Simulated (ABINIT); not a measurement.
# InSe (R3m) in ABINIT: further runs

The runs below take InSe through single point, with PBEsol.

Everything below comes from runs of ABINIT 10.8.3 (patched build). Logs are shortened: lines on timing, memory, paths and dates and some standing lists are left out, and cuts for length are marked. The log counts tension as positive stress, the text compression.

**Measured values to compare with.**

From “The Interaction of Hydrogen with the van der Waals Crystal γ-InSe”, 2020, pmc:7321205, for a bulk crystal of InSe at 300 K: band gap 1.25 eV.

The runs below are set against these values where they give the same quantity.

### 1 The crystal as given

It takes space group R3m (No. 160, trigonal). Conventional cell: a = 4.000 Å, b = 4.000 Å, c = 25.320 Å, α = 90.00°, β = 90.00°, γ = 120.00°. In (site symmetry 3m) has 3 Se at 2.63 Å and 1 In at 2.82 Å as nearest neighbours. In (site symmetry 3m) has 3 Se at 2.64 Å and 1 In at 2.82 Å as nearest neighbours. Around Se (site symmetry 3m) lie 3 In at 2.63 Å. Around Se (site symmetry 3m) lie 3 In at 2.64 Å.

### 2 Single point, PBEsol

Input file run.abi:

```
# Pseudopotentials
pp_dirpath "./"
pseudos "In.upf, Se.upf"

# Structure
acell 16.5355823142 16.5355823142 16.5355823142
rprim
     0.2285648112     0.1319619553     0.9645435031
    -0.2285648112     0.1319619553     0.9645435031
     0.0000000000    -0.2639239105     0.9645435031
ntypat 2
znucl 49 34
natom 4
typat 1 1 2 2
xred
     0.8886000000     0.8886000000     0.8886000000
     0.0000000000     0.0000000000     0.0000000000
     0.1719000000     0.1719000000     0.1719000000
     0.3835000000     0.3835000000     0.3835000000

# Plane-wave basis
ecut 39.0

# k points
kptopt 1
ngkpt 6 6 6
nshiftk 1
shiftk 0.0 0.0 0.0

# Exchange and correlation
ixc -116133

# Bands and occupations
nband 35
occopt 3
tsmear 0.00183747

# SCF cycle
nstep 100
tolvrs 1.0e-10

# Output
iomode 3
prtwf 0
prteig 0
prtebands 0
prtden 1
prtvha 1
prtvclmb 1
prtpot 1
prtelf 1
```

Potentials or basis: PseudoDojo NC SR PBEsol v0.4.1 standard.

Run with:

```bash
$ mpirun --bind-to none -np 4 abinit run.abi > log 2>&1
```

run.abo:

```text
.Version 10.8.3 of ABINIT
 Symmetries : space group R3 m (#160); Bravais hR (rhombohedral)
================================================================================
 Values of the parameters that define the memory need of the present run
     intxc =       0    ionmov =       0      iscf =       7    lmnmax =       6
     lnmax =       6     mgfft =      96  mpssoang =       3    mqgrid =    3001
     natom =       4  nloc_mem =       1    nspden =       1   nspinor =       1
    nsppol =       1      nsym =       6    n1xccc =    2501    ntypat =       2
    occopt =       3   xclevel =       2
       mpw =        9219          nfft =      884736          nkpt =          32
================================================================================
================================================================================

--------------------------------------------------------------------------------
------------- Echo of variables that govern the present computation ------------
--------------------------------------------------------------------------------
 -outvars: echo values of preprocessed input variables --------
            acell      1.6535582314E+01  1.6535582314E+01  1.6535582314E+01 Bohr
              amu      1.14820000E+02  7.89600000E+01
             ecut      3.90000000E+01 Hartree
              ixc     -116133
         kptrlatt        6    0    0      0    6    0      0    0    6
          kptrlen      4.53534270E+01
            natom           4
            nband          35
            ngfft          96      96      96
             nkpt          32
            nstep         100
             nsym           6
           ntypat           2
           occopt           3
        prtebands           0
           prteig           0
           prtelf           1
           prtpot           1
         prtvclmb           1
           prtvha           1
            prtwf           0
            rprim      2.2856481120E-01  1.3196195530E-01  9.6454350310E-01
                      -2.2856481120E-01  1.3196195530E-01  9.6454350310E-01
                       0.0000000000E+00 -2.6392391050E-01  9.6454350310E-01
          spgroup         160
           tolvrs      1.00000000E-10
           tsmear      1.83747000E-03 Hartree
            typat      1  1  2  2
           xangst     -2.2728615750E-17  7.7754718341E-10  2.2499351984E+01
                       0.0000000000E+00  0.0000000000E+00  0.0000000000E+00
                       2.6997760039E-17  1.5041677894E-10  4.3525079969E+00
                      -1.5492483378E-16  3.3557200399E-10  9.7102199930E+00
            xcart     -4.2950858988E-17  1.4693512266E-09  4.2517613260E+01
                       0.0000000000E+00  0.0000000000E+00  0.0000000000E+00
                       5.1018372487E-17  2.8424651695E-10  8.2250480749E+00
                      -2.9276550595E-16  6.3413918307E-10  1.8349656409E+01
             xred      8.8860000000E-01  8.8860000000E-01  8.8860000000E-01
                       0.0000000000E+00  0.0000000000E+00  0.0000000000E+00
                       1.7190000000E-01  1.7190000000E-01  1.7190000000E-01
                       3.8350000000E-01  3.8350000000E-01  3.8350000000E-01
            znucl       49.00000   34.00000

================================================================================

 chkinp: Checking input parameters for consistency.

================================================================================
== DATASET  1 ==================================================================

--- !DatasetInfo
iteration_state: {dtset: 1, }
dimensions: {natom: 4, nkpt: 32, mband: 35, nsppol: 1, nspinor: 1, nspden: 1, mpw: 9219, }
cutoff_energies: {ecut:  39.0, pawecutdg:  -1.0, }
electrons: {nelect:   5.80000000E+01, charge:   0.00000000E+00, occopt:   3.00000000E+00, tsmear:   1.83747000E-03, }
meta: {optdriver: 0, ionmov: 0, optcell: 0, iscf: 7, paral_kgb: 0, }
...

 Real(R)+Recip(G) space primitive vectors, cartesian coordinates (Bohr,Bohr^-1):
 R(1)=  3.7794522  2.1820678 15.9492885  G(1)=  0.1322943  0.0763802  0.0208996
 R(2)= -3.7794522  2.1820678 15.9492885  G(2)= -0.1322943  0.0763802  0.0208996
 R(3)=  0.0000000 -4.3641355 15.9492885  G(3)=  0.0000000 -0.1527603  0.0208996
 Unit cell volume ucvol=  7.8920470E+02 bohr^3
 Angles (23,13,12)=  2.64251818E+01  2.64251818E+01  2.64251818E+01 degrees

 getcut: wavevector=  0.0000  0.0000  0.0000  ngfft=  96  96  96
         ecut(hartree)=     39.000   => boxcut(ratio)=   2.06516

--- Pseudopotential description ------------------------------------------------
- pspini: atom type   1  psp file is ./In.upf
12 -116133 2 -1 1940                          pspcod,pspxc,lmax,lloc,mmax
     nproj     2     2     2
[... 73 lines left out ...]
- [  0.00000000E+00,  -1.46132133E-05,  -3.49364560E-13, ]
- [  0.00000000E+00,  -3.49364560E-13,   2.30308735E-05, ]
pressure_GPa:   6.0760E-02
xred      :
- [  8.8860E-01,   8.8860E-01,   8.8860E-01, In]
- [  0.0000E+00,   0.0000E+00,   0.0000E+00, In]
- [  1.7190E-01,   1.7190E-01,   1.7190E-01, Se]
- [  3.8350E-01,   3.8350E-01,   3.8350E-01, Se]
cartesian_forces: # hartree/bohr
- [  4.10605869E-19,   9.39927955E-20,   5.89928734E-03, ]
- [ -2.28061930E-19,  -2.92674484E-19,  -5.55027544E-03, ]
- [ -2.08723834E-19,   4.29271629E-19,  -1.97025615E-03, ]
- [  2.61798953E-20,  -2.30589941E-19,   1.62124424E-03, ]
force_length_stats: {min:   1.62124424E-03, max:   5.89928734E-03, mean:   3.76026579E-03, }
...

 Integrated electronic density in atomic spheres:
 ------------------------------------------------
 Atom  Sphere_radius  Integrated_density
    1        2.00000          9.89064667
    2        2.00000          9.89346423
    3        2.00000         13.22745219
    4        2.00000         13.23035819
================================================================================

 ----iterations are completed or convergence reached----

 Mean square residual over all n,k,spin=   10.087E-07; max=  36.878E-05
 reduced coordinates (array xred) for    4 atoms
       0.888600000000      0.888600000000      0.888600000000
       0.000000000000      0.000000000000      0.000000000000
       0.171900000000      0.171900000000      0.171900000000
       0.383500000000      0.383500000000      0.383500000000
 rms dE/dt=  6.7722E-02; max dE/dt=  8.8519E-02; dE/dt below (all hartree)
    1      -0.094093073857     -0.094093073857     -0.094093073857
    2       0.088519306024      0.088519306024      0.088519306024
    3       0.031420545489      0.031420545489      0.031420545489
    4      -0.025861330339     -0.025861330339     -0.025861330339

 cartesian coordinates (angstrom) at end:
    1     -0.00000000000000     0.00000000077755    22.49935198374217
    2      0.00000000000000     0.00000000000000     0.00000000000000
    3      0.00000000000000     0.00000000015042     4.35250799685492
    4     -0.00000000000000     0.00000000033557     9.71021999298349

 cartesian forces (hartree/bohr) at end:
    1      0.00000000000000     0.00000000000000     0.00589928734052
    2     -0.00000000000000    -0.00000000000000    -0.00555027543982
    3     -0.00000000000000     0.00000000000000    -0.00197025614508
    4      0.00000000000000    -0.00000000000000     0.00162124424438
 frms,max,avg= 2.4514875E-03 5.8992873E-03   0.000E+00  0.000E+00  2.281E-07 h/b

 cartesian forces (eV/Angstrom) at end:
    1      0.00000000000000     0.00000000000000     0.30335355189217
    2     -0.00000000000000    -0.00000000000000    -0.28540663837240
    3     -0.00000000000000     0.00000000000000    -0.10131464450656
    4      0.00000000000000    -0.00000000000000     0.08336773098679
 frms,max,avg= 1.2606056E-01 3.0335355E-01   0.000E+00  0.000E+00  1.173E-05 e/A
 length scales= 16.535582314200 16.535582314200 16.535582314200 bohr
              =  8.750253323749  8.750253323749  8.750253323749 angstroms
 Fermi (or HOMO) energy (hartree) =   0.14452   Average Vxc (hartree)=  -0.35130
 Eigenvalues (hartree) for nkpt=  32  k points:
 kpt#   1, nband= 35, wtk=  0.00463, kpt=  0.0000  0.0000  0.0000 (reduced coord)
  -1.61019   -1.61019   -1.60991   -1.60991   -1.60851   -1.60851   -1.60830   -1.60830
  -1.60792   -1.60774   -0.40466   -0.39795   -0.39795   -0.39489   -0.39489   -0.39423
  -0.39423   -0.38886   -0.38855   -0.38855   -0.36104   -0.34627   -0.09428    0.01078
   0.08140    0.09046    0.09046    0.09391    0.09391    0.19832    0.21148    0.29863
   0.29863    0.32627    0.33818
      occupation numbers for kpt#   1
   2.00000    2.00000    2.00000    2.00000    2.00000    2.00000    2.00000    2.00000
   2.00000    2.00000    2.00000    2.00000    2.00000    2.00000    2.00000    2.00000
   2.00000    2.00000    2.00000    2.00000    2.00000    2.00000    2.00000    2.00000
   2.00000    2.00000    2.00000    2.00000    2.00000    0.00000    0.00000    0.00000
   0.00000    0.00000    0.00000
 prteigrs : prtvol=0 or 1, do not print more k-points.

--- !EnergyTerms
iteration_state     : {dtset: 1, }
comment             : Components of total free energy in Hartree
kinetic             :  2.40309713388877E+02
hartree             :  1.13948326798609E+02
xc                  : -8.76022348340258E+01
Ewald energy        : -1.97130854249603E+02
psp_core            :  7.98979251022120E+00
local_psp           : -3.17883008390323E+02
non_local_psp       : -1.34515107238135E+02
internal            : -3.74883372014380E+02
'-kT*entropy'       : -5.50177356539271E-06
total_energy        : -3.74883377516154E+02
total_energy_eV     : -1.02010963827900E+04
band_energy         : -4.11172401049010E+01
...

 Cartesian components of stress tensor (hartree/bohr^3)
  sigma(1 1)= -1.46132144E-05  sigma(3 2)= -3.49364560E-13
  sigma(2 2)= -1.46132133E-05  sigma(3 1)=  0.00000000E+00
  sigma(3 3)=  2.30308735E-05  sigma(2 1)=  0.00000000E+00

-Cartesian components of stress tensor (GPa)         [Pressure=  6.0760E-02 GPa]
- sigma(1 1)= -4.29935611E-01  sigma(3 2)= -1.02786602E-08
- sigma(2 2)= -4.29935580E-01  sigma(3 1)=  0.00000000E+00
- sigma(3 3)=  6.77591693E-01  sigma(2 1)=  0.00000000E+00

== END DATASET(S) ==============================================================
================================================================================

 -outvars: echo values of variables after computation  --------
            acell      1.6535582314E+01  1.6535582314E+01  1.6535582314E+01 Bohr
           etotal     -3.7488337752E+02
            fcart      4.1060586925E-19  9.3992795498E-20  5.8992873405E-03
                      -2.2806193045E-19 -2.9267448427E-19 -5.5502754398E-03
                      -2.0872383412E-19  4.2927162935E-19 -1.9702561451E-03
                       2.6179895329E-20 -2.3058994058E-19  1.6212442444E-03
            rprim      2.2856481120E-01  1.3196195530E-01  9.6454350310E-01
                      -2.2856481120E-01  1.3196195530E-01  9.6454350310E-01
                       0.0000000000E+00 -2.6392391050E-01  9.6454350310E-01
           strten     -1.4613214388E-05 -1.4613213326E-05  2.3030873522E-05
                      -3.4936456050E-13  0.0000000000E+00  0.0000000000E+00
           xangst     -2.2728615750E-17  7.7754718341E-10  2.2499351984E+01
                       0.0000000000E+00  0.0000000000E+00  0.0000000000E+00
                       2.6997760039E-17  1.5041677894E-10  4.3525079969E+00
                      -1.5492483378E-16  3.3557200399E-10  9.7102199930E+00
             xred      8.8860000000E-01  8.8860000000E-01  8.8860000000E-01
                       0.0000000000E+00  0.0000000000E+00  0.0000000000E+00
                       1.7190000000E-01  1.7190000000E-01  1.7190000000E-01
                       3.8350000000E-01  3.8350000000E-01  3.8350000000E-01
 Calculation completed.
```

Run time: 8.7 min. Hardware: 4 MPI ranks of Arm Neoverse V2, shared host; peak memory 1.6 GiB.

Results:

| Property | Result |
| --- | --- |
| Free energy | -10201.0964 eV |
| Pressure | 0.1 GPa |
| Largest force | 0.303 eV/Å |
| Band gap on the k mesh | 0.33 eV, direct |
| Valence electrons inside the program's atomic spheres | In 9.89; Se 13.23 |

Forces on the atoms (eV/Å):
```
In   0.000  0.000  0.303
In   0.000  0.000 -0.285
Se   0.000  0.000 -0.101
Se   0.000  0.000  0.083
```

Caveat: spin-orbit coupling is left out, which moves the levels of the heavy elements.

(Continued in part 2 of 2.)
